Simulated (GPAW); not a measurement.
CuO:

```
Cu O
1.0
     2.55255    0.00000    0.00000
     0.00000    2.55255    0.00000
     0.00000    0.00000    2.55255
Cu O
1 1
Direct
  0.00000 0.00000 0.00000
  0.50000 0.50000 0.50000
```

Measurements of this composition are mostly on another form, of space group No. 15.

| Quantity | Value |
| --- | --- |
| Program | GPAW 26.7.0 |
| Task | relaxation of cell and atoms |
| Functional | PBE |
| Potentials or basis | GPAW PAW data sets (gpaw-data 1.2.1) |
| Cutoff | 800 eV |
| Basis | pw |
| k mesh | 10 × 10 × 10 |
| Occupations | fermi-dirac, width 0.05 eV |
| Spin | no spin polarisation |

At the start: pressure 22.3 GPa; volume 8.32 Å³/atom.

**Question.** How do energy, volume and symmetry change on relaxing?

**Answer.** Over 4 steps the energy falls by 59.3 meV/atom and the volume is 9.19 Å³/atom (+10.5 %); space group Pm-3m (No. 221, to 0.05 Å).

Step by step:
| step | energy change (eV) | largest force (eV/Å) | pressure (GPa) | volume (Å³) |
| --- | --- | --- | --- | --- |
| 1 | 0.0000 | 0.0000 | 22.32 | 16.63 |
| 2 | -0.0514 | 0.0000 | 15.84 | 17.05 |
| 3 | -0.1171 | 0.0000 | 1.70 | 18.22 |
| 4 | -0.1185 | 0.0000 | 0.17 | 18.37 |

Final structure:
```
Cu O
1.0
     2.63877    0.00000    0.00000
     0.00000    2.63877    0.00000
     0.00000    0.00000    2.63877
Cu O
1 1
Cartesian
  0.0000 0.0000 0.0000
  1.3194 1.3194 1.3194
```

Caveat: with this Cu data set, volumes or pressures lay over 1.5 % or 2 GPa off other programs in two to four cells of ten; later steps reuse the first step's grids; an odd number of electrons without spin polarisation forces a metal; a magnetic or distorted state may lie lower; the run has no spin polarisation, though such a crystal can be magnetic.
